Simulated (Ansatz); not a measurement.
Base system: AlSb in the zinc blende structure (space group F-43m, No. 216).

```xyz
2
Lattice="0.0000 3.0886 3.0886 3.0886 0.0000 3.0886 3.0886 3.0886 0.0000" Properties=species:S:1:pos:R:3 pbc="T T T"
Sb     4.6329     4.6329     4.6329
Al     0.0000     0.0000     0.0000
```

Cartesian axes are those of the cell as printed.

Calculations: Kohn–Sham DFT with the r2SCAN functional, run in Ansatz (a program for electronic structure) with PAW and 500 eV plane waves, scalar-relativistic without spin-orbit coupling.

Base values:

| Quantity | Value |
|---|---|
| Band gap | 1.51 eV |
| Valence-band top at Γ | 0.00, 0.00, 0.00 eV |
| Shortest interatomic distance | 2.675 Å |

Now apply this change: a free-standing slab of 2 layers (4 atoms, 2 a layer) is cut normal to [110], with 15 Å of vacuum and the in-plane cell held at bulk.

Problem. What happens to the band gap?

Solution. The band gap goes up by 0.22 eV, from 1.51 eV to 1.73 eV.

Problem. What does the calculation give for the excess energy per area of both faces after the change?

Solution. The excess energy per area of both faces (slab less bulk energy over the cell's area: twice a surface energy) comes out as 1.07 J/m².

Problem. Estimate the effect on the valence-band top at Γ.

Solution. The valence-band top at Γ (three highest levels, from the VBM) becomes 0.00, -0.82, -1.26 eV (base: 0.00, 0.00, 0.00 eV).

Problem. Estimate the effect on the shortest interatomic distance.

Solution. The shortest interatomic distance drops by 0.066 Å to 2.609 Å.

Slab and bulk use different k-meshes, which limits the precision of the excess energy. With Sb present, leaving out spin-orbit coupling can change the band edges. Stability against distortions was not tested.
